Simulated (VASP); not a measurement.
# ZrB2 (Fmmm) in VASP: a series of runs

Runs on ZrB2. Level: r2SCAN. Tasks: relaxation of cell and atoms, single point.

All numbers are computed with VASP 6.6.1; they aren't measurements. Logs are shortened: lines on timing, memory, paths and dates and some standing lists are left out, and cuts for length are marked.

## (1) Starting point

The structure is orthorhombic, space group Fmmm (No. 69). Conventional cell: a = 3.213 Å, b = 5.209 Å, c = 8.775 Å, α = 90.00°, β = 90.00°, γ = 90.00°. Zr (site symmetry mmm) has 6 B at 2.47 to 2.52 Å as nearest neighbours. Around B (site symmetry mm2) lie 2 B at 1.73 Å.

The cell was built by a generator and needn't be a form met in nature.

## (2) Relaxation of cell and atoms, r2SCAN

POSCAR

```
ZrB2
1.0
    0.0000000000      2.6047276164      4.3874024021
    1.6066482031      0.0000000000      4.3874024021
    1.6066482031      2.6047276164      0.0000000000
Zr B
1 2
Direct
    0.5000000000      0.5000000000      0.5000000000
    0.2132928688      0.2132928688      0.7867071312
    0.7867071312      0.7867071312      0.2132928688
```

INCAR.step1

```
ALGO     = Normal         # electronic algorithm
EDIFF    = 1E-4           # SCF threshold, eV
ENCUT    = 600            # plane-wave cutoff, eV
GGA      = PE             # functional
ISMEAR   = 0              # smearing method
LASPH    = True           # aspherical terms in the spheres
LCHARG   = False          # write CHGCAR
LREAL    = False          # projectors in reciprocal space
LWAVE    = True           # write WAVECAR
NELM     = 100            # most SCF steps
PREC     = Accurate       # precision mode
SIGMA    = 0.1            # smearing width, eV
```

INCAR.step2

```
ALGO     = Normal         # electronic algorithm
EDIFF    = 1E-7           # SCF threshold, eV
EDIFFG   = -0.04          # ionic threshold
ENCUT    = 600            # plane-wave cutoff, eV
IBRION   = 2              # ionic algorithm
ISIF     = 3              # what is computed and relaxed
ISMEAR   = 0              # smearing method
ISTART   = 1            
LASPH    = True           # aspherical terms in the spheres
LCHARG   = False          # write CHGCAR
LMIXTAU  = True         
LREAL    = False          # projectors in reciprocal space
LWAVE    = False          # write WAVECAR
METAGGA  = R2SCAN         # meta-GGA
NELM     = 100            # most SCF steps
NSW      = 90             # ionic steps
PREC     = Accurate       # precision mode
SIGMA    = 0.1            # smearing width, eV
```

KPOINTS

```
k-points
0
Gamma
  6 6 6
```

Potentials or basis: VASP PAW PBE potentials, release 64 (Zr_sv, B).

Command:

```console
> cat potpaw_PBE.64/Zr_sv/POTCAR potpaw_PBE.64/B/POTCAR > POTCAR
> cp INCAR.step1 INCAR
> mpirun -np 1 vasp_std > vasp.out
> cp INCAR.step2 INCAR
> mpirun -np 1 vasp_std > vasp.out
```

OUTCAR:

```text
EDIFF = 1E-7
   EDIFFG = -0.04
   ENCUT = 600
   IBRION = 2
   ISIF = 3
   ISMEAR = 0
   ISTART = 1
   LASPH = True
   LREAL = False
   METAGGA = R2SCAN
   NELM = 100
   NSW = 90
   PREC = Accurate

 ion  position               nearest neighbor table
   1  0.500  0.500  0.500-   3 2.47   3 2.47   2 2.47   2 2.47   2 2.52   3 2.52
   2  0.213  0.213  0.787-   3 1.73   3 1.73   1 2.47   1 2.47   1 2.52
   3  0.787  0.787  0.213-   2 1.73   2 1.73   1 2.47   1 2.47   1 2.52

  LATTYP: Found a face centered orthorhombic cell.
 ALAT       =     3.2132964062
 B/A-ratio  =     1.6212183920
 C/A-ratio  =     2.7307797648

  Lattice vectors:

 A1 = (   0.0000000000,   2.6047276164,   4.3874024021)
 A2 = (   1.6066482031,   0.0000000000,   4.3874024021)
 A3 = (   1.6066482031,   2.6047276164,   0.0000000000)

Analysis of symmetry for initial positions (statically):
=====================================================================
 Subroutine PRICEL returns:
 Original cell was already a primitive cell.

 Routine SETGRP: Setting up the symmetry group for a
 face centered orthorhombic supercell.

 Subroutine GETGRP returns: Found  8 space group operations
 (whereof  8 operations were pure point group operations)
 out of a pool of  8 trial point group operations.

The static configuration has the point symmetry D_2h.

Analysis of symmetry for dynamics (positions and initial velocities):
=====================================================================
 Subroutine PRICEL returns:
 Original cell was already a primitive cell.

 Routine SETGRP: Setting up the symmetry group for a
 face centered orthorhombic supercell.

 Subroutine GETGRP returns: Found  8 space group operations
 (whereof  8 operations were pure point group operations)
 out of a pool of  8 trial point group operations.

The dynamic configuration has the point symmetry D_2h.

 Subroutine INISYM returns: Found  8 space group operations
 (whereof  8 operations are pure point group operations),
 and found     1 'primitive' translations

----------------------------------------------------------------------------------------

                                     Primitive cell

  volume of cell :      36.7215

  direct lattice vectors                    reciprocal lattice vectors
     0.000000000  2.604727616  4.387402402    -0.311206896  0.191958651  0.113962649
     1.606648203  0.000000000  4.387402402     0.311206896 -0.191958651  0.113962649
     1.606648203  2.604727616  0.000000000     0.311206896  0.191958651 -0.113962649

  length of vectors
[... 110 lines left out ...]
   LHFCALC =     F    Hartree Fock is set to
   AEXX    =    0.0000 exact exchange contribution
   IVDW    =     0    specifies the selected vdW correction
   LEPSILON=     F    determine dielectric tensor
   LRPA    =     F    only Hartree local field effects (RPA)
 conjugate gradient relaxation of ions
 non-spin polarized calculation
 Gauss-broadening in eV      SIGMA  =   0.10
  energy-cutoff  :      600.00
  volume of cell :       36.72
 maximum number of plane-waves:      1248
 NGX is ok and might be reduce to    42

--------------------------------------- Ionic step        1  -------------------------------------------

 number of electron      18.0000000 magnetization

 Free energy of the ion-electron system (eV)
  ---------------------------------------------------
  ext. energy  EPLUGINS =         0.00000000
  ---------------------------------------------------
  free energy    TOTEN  =       -37.78852690 eV

  energy without entropy =      -37.78365112  energy(sigma->0) =      -37.78608901

------------------------ aborting loop because EDIFF is reached ----------------------------------------

  FORCE on cell =-STRESS in cart. coord.  units (eV):
  Direction    XX          YY          ZZ          XY          YZ          ZX
  --------------------------------------------------------------------------------------
  -------------------------------------------------------------------------------------
  Total       -0.3572146      0.5582565      0.1327863      0.0000000      0.0000000      0.0000000
  in kB      -15.5854460     24.3570019      5.7935291      0.0000000      0.0000000      0.0000000
  external PRESSURE =       4.8550283 kB  Pullay stress =       0.0000000 kB
[... 172 lines left out ...]
--------------------------------------- Ionic step        6  -------------------------------------------

 number of electron      18.0000000 magnetization

 Free energy of the ion-electron system (eV)
  ---------------------------------------------------
  ext. energy  EPLUGINS =         0.00000000
  ---------------------------------------------------
  free energy    TOTEN  =       -37.79761658 eV

  energy without entropy =      -37.79247956  energy(sigma->0) =      -37.79504807

 E-fermi :   7.7725     XC(G=0): -12.1997

 val. band max:        7.7582416477   @ k =   0.0000   0.3333   0.3333
 cond. band min:       7.8206964420   @ k =  -0.1667   0.1667   0.3333
 fundamental gap:      0.0624547943
 Fermi energy:         7.7725199646

 k-point     1 :       0.0000    0.0000    0.0000
  band No.  band energies     occupation
      1     -42.3042      2.00000
      2     -19.7457      2.00000
      3     -19.3258      2.00000
      4     -19.0858      2.00000
      5      -4.3347      2.00000
      6       4.3143      2.00000
      7       4.7405      2.00000
      8       5.0622      2.00000
      9       9.1142      0.00000
     10       9.1462      0.00000
     11      11.1333      0.00000
     12      12.0088      0.00000
     13      13.8414      0.00000
[... 354 lines left out ...]
  band No.  band energies     occupation
      1     -42.2677      2.00000
      2     -19.7385      2.00000
      3     -19.5825      2.00000
      4     -19.1539      2.00000
      5      -3.1180      2.00000
      6       2.4639      2.00000
      7       5.3069      2.00000
      8       6.4490      2.00000
      9       7.8399      0.34038
     10       8.5795      0.00000
     11       9.9446      0.00000
     12      11.2590      0.00000
     13      11.5741      0.00000

 [... further k-points ...]

------------------------ aborting loop because EDIFF is reached ----------------------------------------

  FORCE on cell =-STRESS in cart. coord.  units (eV):
  Direction    XX          YY          ZZ          XY          YZ          ZX
  --------------------------------------------------------------------------------------
  -------------------------------------------------------------------------------------
  Total        0.0151898      0.0106168      0.0335630      0.0000000      0.0000000      0.0000000
  in kB        0.6494248      0.4539099      1.4349504      0.0000000      0.0000000      0.0000000
  external PRESSURE =       0.8460950 kB  Pullay stress =       0.0000000 kB
[... 18 lines left out ...]
  FREE ENERGIE OF THE ION-ELECTRON SYSTEM (eV)
  ---------------------------------------------------
  free  energy   TOTEN  =       -37.7976165766 eV

  energy  without entropy=      -37.7924795631  energy(sigma->0) =      -37.79504807

 reached required accuracy - stopping structural energy minimisation
```

OSZICAR.step1:

```text
N       E                     dE             d eps       ncg     rms          rms(c)
DAV:   1     0.119508143214E+03    0.11951E+03   -0.10423E+04  1196   0.150E+03
DAV:   2    -0.168322166364E+02   -0.13634E+03   -0.13178E+03  1397   0.345E+02
DAV:   3    -0.246109466124E+02   -0.77787E+01   -0.77168E+01  2301   0.687E+01
DAV:   4    -0.247180026156E+02   -0.10706E+00   -0.10702E+00  1393   0.754E+00
DAV:   5    -0.247198550089E+02   -0.18524E-02   -0.18523E-02  1882   0.813E-01    0.167E+01
DAV:   6    -0.222704511375E+02    0.24494E+01   -0.12273E+01  1429   0.200E+01    0.692E+00
DAV:   7    -0.222019409200E+02    0.68510E-01   -0.71656E-01  1560   0.560E+00    0.392E+00
DAV:   8    -0.221801908240E+02    0.21750E-01   -0.93012E-02  1567   0.236E+00    0.397E-01
DAV:   9    -0.221806429657E+02   -0.45214E-03   -0.82507E-03  1773   0.660E-01    0.199E-01
DAV:  10    -0.221806501931E+02   -0.72273E-05   -0.88978E-04  1463   0.296E-01
   1 F= -.22180650E+02 E0= -.22176985E+02  d E =-.733026E-02
```

It took 9.2 min on 1 thread of Intel Xeon Platinum 8488C (Sapphire Rapids), shared host; peak memory 0.22 GiB.

What came out:

```yaml
Free_energy: -37.7976 eV
Relaxed_volume: 12.49 Å³/atom
Relaxed_cell: a = 5.145 Å, b = 4.680 Å, c = 3.109 Å, α = 79.91°, β = 63.58°, γ = 36.51°
Space_group_after_relaxing_to_0.05_Å: Fmmm (No. 69)
Energy_gained_by_relaxing: 3.0 meV/atom
Ionic_steps: 6
Pressure_after_relaxing: 0.1 GPa
Largest_force_after_relaxing: 0.026 eV/Å
Band_gap_on_the_k_mesh: none (metal or under the smearing width)
```

Forces in eV/Å, atoms in the order of the input:
```
Zr   0.000  0.000  0.000
B    0.000  0.000 -0.026
B    0.000  0.000  0.026
```

Step by step:
```tsv
step	energy change (eV)	largest force (eV/Å)	pressure (GPa)	volume (Å³)
1	0.0000	0.1009	0.49	36.72
2	-0.0057	0.0509	0.95	36.92
3	-0.0067	0.0170	1.30	37.05
4	-0.0088	0.0326	-0.39	37.58
5	-0.0088	0.0261	-0.16	37.51
6	-0.0091	0.0255	0.08	37.47
```

Final structure:
```yaml
crystal:
  lattice:
    - [0.00000, 2.66791, 4.39928]
    - [1.59644, 0.00000, 4.39928]
    - [1.59644, 2.66791, 0.00000]
  atoms:
    - { symbol: Zr, position: [0.50000, 0.50000, 0.50000] }
    - { symbol: B, position: [0.21451, 0.21451, 0.78549] }
    - { symbol: B, position: [0.78549, 0.78549, 0.21451] }
```

Levels at points of the mesh, in eV from the Fermi level:
```tsv
k point	band 5	band 6	band 7	band 8	band 9	band 10	band 11	band 12	band 13
(0.00, 0.00, 0.00)	-12.11	-3.46	-3.03	-2.71	1.34	1.37	3.36	4.24	6.07
(0.50, 0.00, 0.00)	-8.54	-7.53	-3.31	-2.36	-0.82	1.75	1.96	4.99	5.70
(0.50, 0.50, 0.00)	-10.98	-6.45	-1.84	-1.46	1.28	1.72	2.36	3.10	3.90
(0.50, 0.00, 0.50)	-9.24	-5.11	-3.95	-2.66	-1.01	-0.85	4.54	5.38	5.99
(0.00, 0.50, 0.50)	-8.03	-5.96	-4.74	-3.06	-0.60	1.84	1.98	3.72	4.41
```

Caveat: the k mesh is coarse (spacing up to 0.40 Å⁻¹), so the values aren't converged; the PAW data sets were made with another functional, which shifts forces and pressure a little.

## (3) Single point, r2SCAN

This run uses another cell than the first one: it holds 6 atoms, not 3.

POSCAR

```
ZrB2
1.0
    4.3874024021     -2.6047276164      0.0000000000
    4.3874024021      2.6047276164      0.0000000000
    0.0000000000      0.0000000000      3.2132964062
Zr B
2 4
Direct
    0.7500021992      0.2499978008      0.7500000000
    0.2499978008      0.7500021992      0.2500000000
    0.9632957592      0.4632899784      0.2500000000
    0.5367100216      0.0367042408      0.2500000000
    0.4632899784      0.9632957592      0.7500000000
    0.0367042408      0.5367100216      0.7500000000
```

INCAR.step1

```
PREC = Accurate
ENCUT = 520
ISMEAR = 0
SIGMA = 0.1
LREAL = False
LASPH = True
NELM = 100
NBANDS = 27
GGA = PE
ALGO = Normal
EDIFF = 1E-4
LWAVE = True
LCHARG = False
```

INCAR.step2

```
PREC = Accurate
ENCUT = 520
EDIFF = 1E-7
ISMEAR = 0
SIGMA = 0.1
LREAL = False
LASPH = True
NELM = 100
ALGO = Normal
ISIF = 2
LWAVE = False
LCHARG = False
METAGGA = R2SCAN
LMIXTAU = True
NBANDS = 27
ISTART = 1
```

KPOINTS

```
regular mesh
0
Gamma
  6 6 4
```

Potentials or basis: VASP PAW PBE potentials, release 64 (Zr_sv, B).

Command:

```console
> cat potpaw_PBE.64/Zr_sv/POTCAR potpaw_PBE.64/B/POTCAR > POTCAR
> cp INCAR.step1 INCAR
> mpirun -np 1 vasp_std > vasp.out
> cp INCAR.step2 INCAR
> mpirun -np 1 vasp_std > vasp.out
```

Wall time 3.1 min (1 thread of Intel Xeon Platinum 8488C (Sapphire Rapids), shared host); peak memory 0.23 GiB.

The run converged. Its results:

```yaml
Free_energy: -75.5675 eV
Pressure: 0.1 GPa
Largest_force: 0.005 eV/Å
Band_gap_on_the_k_mesh: none (metal or under the smearing width)
```

Forces on the atoms (eV/Å):
```
Zr   0.000  0.000  0.000
Zr   0.000  0.000  0.000
B    0.005  0.000  0.000
B   -0.005  0.000  0.000
B    0.005  0.000  0.000
B   -0.005  0.000  0.000
```

Stress tensor (GPa, compression positive):
```
 0.18  0.00  0.00
 0.00  0.13  0.00
 0.00  0.00 -0.02
```

Levels at points of the mesh, in eV from the Fermi level:
```csv
k point,band 14,band 15,band 16,band 17,band 18,band 19,band 20,band 21,band 22,band 23
"(0.00, 0.00, 0.00)",-2.90,-2.87,-2.39,-0.32,1.33,1.89,2.03,2.22,3.92,4.08
"(0.50, 0.00, 0.00)",-2.79,-1.67,-1.67,-0.63,-0.63,1.19,1.19,3.23,3.23,3.50
"(0.50, 0.50, 0.00)",-2.55,-1.48,-1.19,-0.90,-0.52,1.23,2.28,3.08,3.34,4.00
"(0.00, 0.00, 0.50)",-2.54,-2.30,-2.30,-1.37,-1.37,-0.28,-0.28,3.99,3.99,5.19
"(0.50, 0.00, 0.50)",-3.15,-2.15,-2.15,-0.65,-0.65,2.12,2.12,2.31,2.31,5.29
"(0.50, 0.50, 0.50)",-2.49,-2.42,-2.42,-1.46,-1.46,1.91,1.91,2.32,2.32,2.79
```

Caveat: the k mesh is coarse (spacing up to 0.49 Å⁻¹), so the values aren't converged; the PAW data sets were made with another functional, which shifts forces and pressure a little.
